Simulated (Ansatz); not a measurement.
# GaP (F-43m) in Ansatz: settings compared

The runs below take GaP through phonons, single point, equation of state, with LDA, PBE+D4.

Everything below comes from runs of Ansatz 0.2.0. Logs are shortened: lines on timing, memory, paths and dates and some standing lists are left out, and cuts for length are marked.

**Measured values to compare with.**

“Phosphorous dimerization in GaP at high pressure”, 2017, arxiv:1709.06667 reports, for a bulk crystal of GaP: bulk modulus 87.5 ± 0.6 GPa.

How close the calculation comes is told below.

## (1) Starting point

The structure is cubic, space group F-43m (No. 216). Conventional cell: a = 5.451 Å, b = 5.451 Å, c = 5.451 Å, α = 90.00°, β = 90.00°, γ = 90.00°. Ga (site symmetry -43m) is surrounded by 4 P at 2.36 Å. P (site symmetry -43m) has 4 Ga at 2.36 Å as nearest neighbours.

## (2) Phonons, LDA

Input file input.yaml:

```yaml
crystal:
  lattice:
    - [0.0, 2.72525, 2.72525]
    - [2.72525, 0.0, 2.72525]
    - [2.72525, 2.72525, 0.0]
  atoms:
    - { symbol: Ga, position: [0.0, 0.0, 0.0] }
    - { symbol: P, position: [0.75, 0.75, 0.75] }
hamiltonian:
  xc: lda
  pseudopotentials: { kind: paw }
kpoints:
  mp_grid: { grid: [7, 7, 7] }
scf:
  occupations: { method: fixed }
phonons:
  method: dfpt
  dielectric: true
  rigid_motions: translations
  qmesh: [2, 2, 2]
  temperatures: { t_max: 1000, t_step: 100 }
  qpath:
    path:
      - [[0.0, 0.0, 0.0], [0.5, 0.0, 0.5], [0.5, 0.25, 0.75], [0.375, 0.375, 0.75], [0.0, 0.0, 0.0], [0.5, 0.5, 0.5], [0.625, 0.25, 0.625], [0.5, 0.25, 0.75], [0.5, 0.5, 0.5], [0.375, 0.375, 0.75]]
      - [[0.625, 0.25, 0.625], [0.5, 0.0, 0.5]]
    npoints: 8
```

Potentials or basis: Ansatz PAW.

Run with:

```console
ansatz run input.yaml --threads 2 --pin off --max-ram 5120MiB --backend cpu --events-out ev --progress --plain --runs-dir out
```

Standard output:

```text
Warning: phonons: the dynamical matrix that this run interpolates holds no multipole term above the dipole-dipole one, and a site of this crystal is no centre of inversion, so its interpolated transverse optical and acoustic branches and sound speeds can stay off near Gamma, and the density of states and the thermodynamics with them. What a run solves at a wave vector of phonons.qpoints, Gamma apart, where the deck admits one, is free of this, and under fd what a larger phonons.supercell samples
Warning: the 7x7x7 k mesh does not hold 7 of the 8 requested q, among them q = (0, 0, -0.5) of phonons.qmesh (the mesh's divisions times q: (0, 0, -3.5)), which it misses. Where each spin channel of the converged state fills one whole number of bands, its own, at every k and k + q (a gapped crystal under scf.occupations.method: fixed, without spin polarisation, is such a state), the run solves such a q all the same, unless at one of those points the solve does not resolve a channel's highest filled band from its lowest empty one, which the run refuses. Under fixed, such a level at k + q alone can be filled evenly and the q solved. (A deck that smears also gets another warning, for the case where the state has partly filled bands and the run refuses instead; the finer mesh named there holds every requested q in both cases.) The frequencies at such a q can be far from converged at a cutoff and a k mesh at which those at every q on the mesh look sound, and no residual printed for that q shows it. By this code's own reading, close to the zone centre a longitudinal mode feels the field of what the charges at that q miss their sum rule by, which dies only as the k mesh converges (phonons.dielectric: true does not show it: what its charges miss the rule by is not the k mesh's). Close to the zone centre an acoustic frequency is small, so that the error which scf.convergence.dr2_threshold leaves can be large beside it, whatever the k mesh. On a coarse k mesh these two do not account for the whole error. At q on the mesh, agreement between cutoffs or with finite displacements says nothing of such a q. Set kpoints.mp_grid.grid to [8, 8, 8] (the nearest finer one of its shape that holds every requested q; a coarser one that holds them is less converged in the k mesh), or request only what the mesh holds: a phonons.qmesh that divides it on every axis, and phonons.qpoints at whole multiples of one over its divisions, as fractions or to nine digits, the zone centre as exact zeros. Or, where the run solves it, keep q and converge basis.ecutwfc and the k mesh at this q itself; a dispersion between mesh points is phonons.qpath's, interpolated from a phonons.qmesh that the k mesh holds. (Under kpoints.mp_grid.kspacing, state the divisions in grid instead.) On the mesh or off it, a q close to the zone centre keeps the error that scf.convergence.dr2_threshold leaves: see that key's entry in the input reference.
Warning: RAYON_NUM_THREADS=2 ignored (pool sized by the plan → 2); use --threads N
Engine: ansatz 0.2.0, aarch64-unknown-linux-gnu
Pseudopotentials: kind: paw
Pseudopotential: Ga, paw, valence charge 13, recommended cutoff 420 eV (normal), Ga.paw.azcp
Pseudopotential: P, paw, valence charge 5, recommended cutoff 420 eV (normal), P.paw.azcp
Functional definition: SPW92
  exchange = slater_x
  correlation = pw_c
Crystal: 2 atoms, lattice volume = 40.481 Å³
Basis set: ecut = 420 eV (smoothed over ±3.0 %; plane waves to 437.0 eV, density to 1747.9 eV), 869 PW (Γ), exchange–correlation on 54×54×54 points (8 copies of the dense FFT grid, shifted against one another)
Bands: 13, of which v1, the nominal top of the filled ones, is band 9 counted from 1 (8 counted from 0)
Symmetry: 24 space group operations
k-points: 64 of 343 (irreducible under 4 space group operations, time reversal used)
Non-local potential: Ga, projectors of the file, l = 0: 2, l = 1: 2, l = 2: 3, l = 3: 1
Non-local potential: P, projectors of the file, l = 0: 2, l = 1: 2, l = 2: 2
PAW form: soft (Blöchl's): semilocal exchange-correlation on the pseudo side does not see the compensation charge
PAW frozen core: Ga, regenerated for the run's functional, and the local potential with it (the file was generated under x = pbe(κ = 0.804, μ = 0.2195149727645171), c = pbe(β = 0.06672455060314922))
PAW frozen core: P, regenerated for the run's functional, and the local potential with it (the file was generated under x = pbe(κ = 0.804, μ = 0.2195149727645171), c = pbe(β = 0.06672455060314922))
PAW one-centre angular grid: Ga, 590 points (default); XC on 64 Gauss nodes
PAW one-centre angular grid: P, 110 points (default); XC on 64 Gauss nodes
Initial density: superposition of atomic densities (neutral atoms: chi_scale 0, normalization atom), corrected by the library's trained network
Initial wavefunctions: pseudopotential atomic-orbital guess
Functional: x = slater, c = lda
SCF iter   1: F=—  HF=-4433.755870 eV  |F-HF|=—  |Δ(HF+E_count)|=         —  Δρ=6.26e-3  dr2=1.63e-2  ethr=1.77e-3  ⟨swp⟩=5.0  Hψ=4489  notcnv=0  defer=111
preconditioner: auto → none  [insulator: Δε(μ)=1.381 eV  Ē_g=15.495 eV  n_scr=14 (ndim 8)  ℏωp=24.8 eV  f_vac=0.012  ε∞_Penn≈3.6]
SCF iter   2: F=—  HF=-4433.750385 eV  |F-HF|=—  |Δ(HF+E_count)|=   5.49e-3  Δρ=3.07e-3  dr2=1.71e-3  ethr=9.08e-5  ⟨swp⟩=2.8  Hψ=1702  notcnv=0  defer=122
[... 75 lines left out ...]
  Born effective charges Z* (e; rows j = field, columns β = displacement):
    site 0:
         2.10963   -0.00000   -0.00000
         0.00000    2.10963    0.00000
         0.00000    0.00000    2.10963
    site 1:
        -2.10963    0.00000    0.00000
        -0.00000   -2.10963   -0.00000
        -0.00000   -0.00000   -2.10963
  Z* charge neutrality: 5.334e-3 e pre-enforcement
  solved inside a basis spanned on kpoints, on 10×10×10 k-points transformed towards the longest dipole: ε∞ is read to err by 6.1e-2, Z* by 1.9e-2 e (field_mesh: kpoints solves on kpoints); Z* is corrected for what the basis lacks
  optical modes at Γ without the LO–TO term, one row a degenerate level:
      ω (cm⁻¹)  modes    IR ((D/Å)²/amu)
        350.62      3            14.3629
  optical modes at Γ + LO–TO along q̂ = [1.0000, 0.0000, 0.0000]:
      ω (cm⁻¹)  modes    IR ((D/Å)²/amu)
        350.62      2             9.5753
        382.13      1             4.7876
  optical modes at Γ + LO–TO along q̂ = [0.0000, 1.0000, 0.0000]:
      ω (cm⁻¹)  modes    IR ((D/Å)²/amu)
        350.62      2             9.5753
        382.13      1             4.7876
  optical modes at Γ + LO–TO along q̂ = [0.0000, 0.0000, 1.0000]:
      ω (cm⁻¹)  modes    IR ((D/Å)²/amu)
        350.62      2             9.5753
        382.13      1             4.7876
--- Phonons (arbitrary-q DFPT): 3 irreducible q on the 2×2×2 mesh ---
  q = [0.0000, 0.0000, 0.0000] (star 1, of the zone-centre solve; hermiticity 4.52e-7, symmetrization 6.28e-14): -0.00 0.00 0.00 350.62 350.62 350.62
  q = [0.0000, 0.0000, -0.5000] (star 4, 6 solved perturbations on 343 of 343 k-point pairs, because it does not carry the k mesh onto itself; hermiticity 5.46e-7, symmetrization 2.71e-7): 81.76 81.76 226.34 346.80 346.80 355.46
  q = [0.0000, -0.5000, -0.5000] (star 3, 6 solved perturbations on 343 of 343 k-point pairs, because it does not carry the k mesh onto itself; hermiticity 1.05e-6, symmetrization 3.92e-7): 104.72 104.72 243.00 344.79 344.79 353.01
  sum rule: each row above includes the acoustic sum rule's correction from the zone centre's row sums; it moved no ω² by more than (0.76 cm⁻¹)²
  mesh force constants: q→R imaginary residual 4.17e-17; ASR residual 6.563e-5 → 0.000e0 eV/Å²; symmetrization residual 5.329e-15 eV/Å²
  interpolated dispersion: 83 rows × 6 modes
  density of states and harmonic sums: on the 20×20×20 q-mesh, interpolated from the force constants of a 2×2×2 supercell (with the dipole–dipole term)
  largest difference from the sums on the solved wave vectors: F 6.10e-2 eV, S 9.33e-5 and C_V 3.22e-5 eV/K
  zero-point energy: 0.089899 eV/cell   skipped modes (ω ≤ 0): 3   left out of the sums: 6.25e-5 of the cell's modes: C_V's classical limit lies that fraction below 3 k_B per atom; for a crystal, a wire or a layer, F and S can be off by more, and a phonons.interpolated_qmesh denser along its periods is the remedy for the sampling
```

optical_modes.tsv:

```text
# format = ansatz-optical-modes/1
# cell_volume_ang3 = 4.048079570940625e1
[... 9 lines left out ...]
0e0	1e0	0e0	3.821313861239618e2	1	4.787629480712229e0	4.876949640149014e-35	-3.1812903283105313e-18	-1.8141251581826479e-34	2.0751922615081372e-1	1.1833747005628155e-17	6.748173207404003e-34
0e0	0e0	1e0	3.506195711200407e2	2	9.57525896142446e0	2.0751922615081372e-1	7.286439099498221e-18	3.249279910686766e-18	2.0751922615081383e-1	4.2062670540252244e-16	8.52631278555028e-31
0e0	0e0	1e0	3.821313861239618e2	1	4.787629480712229e0	7.870844088118841e-36	2.801368209542385e-33	-1.2780263981311689e-18	9.970549228996768e-31	-4.548714829817321e-16	2.0751922615081372e-1
```

phbands.tsv:

```text
# q_distance	omega_0_inv_cm	omega_1_inv_cm	omega_2_inv_cm	omega_3_inv_cm	omega_4_inv_cm	omega_5_inv_cm	omega_0_thz	omega_1_thz	omega_2_thz	omega_3_thz	omega_4_thz	omega_5_thz
# format = ansatz-phbands/1
[... 84 lines left out ...]
7.297981	104.431556	109.483300	241.369861	343.720012	344.808636	353.832221	3.130779	3.282227	7.236086	10.304467	10.337103	10.607623
7.348927	104.649719	105.948064	242.592037	344.504992	344.796116	353.235934	3.137320	3.176243	7.272726	10.328000	10.336728	10.589747
7.399873	104.721971	104.721971	243.003585	344.792064	344.792064	353.012414	3.139486	3.139486	7.285064	10.336606	10.336606	10.583046
```

It took 2.3 min on 2 threads of Arm Neoverse V2, shared host; peak memory 0.78 GiB.

Results:

| Property | Result |
| --- | --- |
| Free energy | -4433.7498 eV |
| Band gap on the k mesh | 1.44 eV, indirect (least direct gap 1.61 eV) |
| Electronic dielectric tensor (diagonal) | 10.92 |
| Born charges (mean of the diagonal) | Ga +2.11; P -2.11 e |
| Highest phonon frequency, LO-TO splitting left out | 355 cm⁻¹ |
| Static dielectric tensor (diagonal) | 12.98 |

Phonon frequencies in cm⁻¹ (negative: imaginary):
| q point | frequencies |
| --- | --- |
| (0.000, 0.000, 0.000) | 0 0 0 351 351 351 |
| (0.000, 0.000, -0.500) | 82 82 226 347 347 355 |
| (0.000, -0.500, -0.500) | 105 105 243 345 345 353 |

Electronic dielectric tensor:
```
10.92  0.00  0.00
 0.00 10.92  0.00
 0.00  0.00 10.92
```

Born effective charge tensors (e):
atom 1, Ga
```
2.11 0.00 0.00
0.00 2.11 0.00
0.00 0.00 2.11
```
atom 2, P
```
-2.11  0.00  0.00
 0.00 -2.11  0.00
 0.00  0.00 -2.11
```

Static dielectric tensor, electrons and zone-centre modes:
```
12.98  0.00  0.00
 0.00 12.98  0.00
 0.00  0.00 12.98
```

Caveat: odd divisions of the mesh miss points on the zone boundary, where band edges often lie, so the gap on the mesh can be too wide; the q mesh is small, so phonon branches between its points and thermal values are rough; the PAW data sets come from PBE, with cores solved anew for the run's functional, which leaves a small shift of forces and pressure.

## (3) Single point, PBE+D4, 19.03 Å³/atom (volume scaled by 0.94)

Input file input.yaml:

```yaml
crystal:
  lattice:
    - [0.0, 2.6696170428, 2.6696170428]
    - [2.6696170428, 0.0, 2.6696170428]
    - [2.6696170428, 2.6696170428, 0.0]
  atoms:
    - { symbol: Ga, position: [0.0, 0.0, 0.0] }
    - { symbol: P, position: [0.75, 0.75, 0.75] }
hamiltonian:
  xc: pbe
  pseudopotentials: { kind: paw }
  dispersion: d4
kpoints:
  mp_grid: { grid: [8, 8, 8] }
scf:
  occupations: { method: fermi_dirac, width: 0.05 }
output:
  forces: true
  stress: true
  eigenvalues: true
```

Potentials or basis: Ansatz PAW.

Run with:

```console
ansatz run input.yaml --threads 2 --pin off --max-ram 5120MiB --backend cpu --events-out ev --progress --plain --runs-dir out
```

It took 0.92 s on 2 threads of Arm Neoverse V2, shared host; peak memory 0.29 GiB.

It converged, with:

| Quantity | Value |
| --- | --- |
| Free energy | -4540.3446 eV |
| Pressure | 5.1 GPa |
| Band gap on the k mesh | 1.52 eV, indirect (least direct gap 2.35 eV) |

## (4) Single point, PBE+D4, 19.43 Å³/atom (volume scaled by 0.96)

input.yaml, as its differences from that of step 3:

```diff
@@ -2,5 +2,5 @@
   lattice:
-    - [0.0, 2.6696170428, 2.6696170428]
-    - [2.6696170428, 0.0, 2.6696170428]
-    - [2.6696170428, 2.6696170428, 0.0]
+    - [0.0, 2.6884177822, 2.6884177822]
+    - [2.6884177822, 0.0, 2.6884177822]
+    - [2.6884177822, 2.6884177822, 0.0]
   atoms:
```

Run with:

```console
ansatz run input.yaml --threads 2 --pin off --max-ram 5120MiB --backend cpu --events-out ev --progress --plain --runs-dir out
```

Wall time 0.89 s (2 threads of Arm Neoverse V2, shared host); peak memory 0.29 GiB.

The run converged. Its results:

```yaml
Free_energy: -4540.3646 eV
Pressure: 2.9 GPa
Band_gap_on_the_k_mesh: 1.57 eV, indirect (least direct gap 2.17 eV)
```

## (5) Single point, PBE+D4, 19.84 Å³/atom (volume scaled by 0.98)

input.yaml, as its differences from that of step 4:

```diff
@@ -2,5 +2,5 @@
   lattice:
-    - [0.0, 2.6884177822, 2.6884177822]
-    - [2.6884177822, 0.0, 2.6884177822]
-    - [2.6884177822, 2.6884177822, 0.0]
+    - [0.0, 2.7069591804, 2.7069591804]
+    - [2.7069591804, 0.0, 2.7069591804]
+    - [2.7069591804, 2.7069591804, 0.0]
   atoms:
```

Run with:

```console
ansatz run input.yaml --threads 2 --pin off --max-ram 5120MiB --backend cpu --events-out ev --progress --plain --runs-dir out
```

Run time: 0.9 s. Hardware: 2 threads of Arm Neoverse V2, shared host; peak memory 0.29 GiB.

Results (log left out):

| Property | Result |
| --- | --- |
| Free energy | -4540.3742 eV |
| Pressure | 0.9 GPa |
| Band gap on the k mesh | 1.61 eV, indirect (least direct gap 2.00 eV) |

## (6) Single point, PBE+D4, 20.24 Å³/atom

input.yaml, as its differences from that of step 5:

```diff
@@ -2,5 +2,5 @@
   lattice:
-    - [0.0, 2.7069591804, 2.7069591804]
-    - [2.7069591804, 0.0, 2.7069591804]
-    - [2.7069591804, 2.7069591804, 0.0]
+    - [0.0, 2.72525, 2.72525]
+    - [2.72525, 0.0, 2.72525]
+    - [2.72525, 2.72525, 0.0]
   atoms:
```

Potentials or basis: Ansatz PAW.

Run with:

```console
ansatz run input.yaml --threads 2 --pin off --max-ram 5120MiB --backend cpu --events-out ev --progress --plain --runs-dir out
```

Wall time 0.91 s (2 threads of Arm Neoverse V2, shared host); peak memory 0.29 GiB.

The run converged. Its results:

```
Free energy            : -4540.3745 eV
Pressure               : -0.8 GPa
Band gap on the k mesh : 1.64 eV, indirect (least direct gap 1.83 eV)
```

## (7) Single point, PBE+D4, 20.65 Å³/atom (volume scaled by 1.02)

input.yaml, as its differences from that of step 6:

```diff
@@ -2,5 +2,5 @@
   lattice:
-    - [0.0, 2.72525, 2.72525]
-    - [2.72525, 0.0, 2.72525]
-    - [2.72525, 2.72525, 0.0]
+    - [0.0, 2.7432985392, 2.7432985392]
+    - [2.7432985392, 0.0, 2.7432985392]
+    - [2.7432985392, 2.7432985392, 0.0]
   atoms:
```

Run with:

```console
ansatz run input.yaml --threads 2 --pin off --max-ram 5120MiB --backend cpu --events-out ev --progress --plain --runs-dir out
```

Run time: 0.91 s. Hardware: 2 threads of Arm Neoverse V2, shared host; peak memory 0.29 GiB.

The run converged. Its results:

- Free energy: -4540.3664 eV
- Pressure: -2.4 GPa
- Band gap on the k mesh: 1.61 eV, indirect (least direct gap 1.67 eV)

## (8) Single point, PBE+D4, 21.05 Å³/atom (volume scaled by 1.04)

input.yaml, as its differences from that of step 7:

```diff
@@ -2,5 +2,5 @@
   lattice:
-    - [0.0, 2.7432985392, 2.7432985392]
-    - [2.7432985392, 0.0, 2.7432985392]
-    - [2.7432985392, 2.7432985392, 0.0]
+    - [0.0, 2.7611126653, 2.7611126653]
+    - [2.7611126653, 0.0, 2.7611126653]
+    - [2.7611126653, 2.7611126653, 0.0]
   atoms:
```

Run with:

```console
ansatz run input.yaml --threads 2 --pin off --max-ram 5120MiB --backend cpu --events-out ev --progress --plain --runs-dir out
```

It took 0.91 s on 2 threads of Arm Neoverse V2, shared host; peak memory 0.29 GiB.

The run converged. Its results:

* Free energy: -4540.3509 eV
* Pressure: -3.8 GPa
* Band gap on the k mesh: 1.51 eV, direct

## (9) Single point, PBE+D4, 21.45 Å³/atom (volume scaled by 1.06)

input.yaml, as its differences from that of step 8:

```diff
@@ -2,5 +2,5 @@
   lattice:
-    - [0.0, 2.7611126653, 2.7611126653]
-    - [2.7611126653, 0.0, 2.7611126653]
-    - [2.7611126653, 2.7611126653, 0.0]
+    - [0.0, 2.7786998443, 2.7786998443]
+    - [2.7786998443, 0.0, 2.7786998443]
+    - [2.7786998443, 2.7786998443, 0.0]
   atoms:
```

Potentials or basis: Ansatz PAW.

Run with:

```console
ansatz run input.yaml --threads 2 --pin off --max-ram 5120MiB --backend cpu --events-out ev --progress --plain --runs-dir out
```

Wall time 0.89 s (2 threads of Arm Neoverse V2, shared host); peak memory 0.29 GiB.

It converged, with:

| Quantity | Value |
| --- | --- |
| Free energy | -4540.3288 eV |
| Pressure | -5.0 GPa |
| Band gap on the k mesh | 1.35 eV, direct |

## (10) Equation of state, PBE+D4

This step only gathers the single runs of the series.

What came out:

| Quantity | Value |
| --- | --- |
| Equilibrium volume | 20.05 Å³/atom |
| Bulk modulus | 86 GPa |
| Pressure derivative of the bulk modulus | 4.5 |

Energy against volume, from the lowest point:
```
volume (Å³/atom)  energy (meV/atom)
          19.026              14.93
          19.431               4.94
          19.836               0.14
          20.240               0.00
          20.645               4.03
          21.050              11.78
          21.455              22.86
```

## (11) Comparison with measurements

Step 2. The gap isn't set beside the deposited one, since this odd mesh misses points on the zone boundary.

Step 10. Measured bulk modulus of GaP: 87.5 GPa (“Phosphorous dimerization in GaP at high pressure”, 2017, arxiv:1709.06667). This calculation gives 86 GPa (-1.8 %). The fit is for a static lattice scaled at fixed shape and fixed fractional positions.
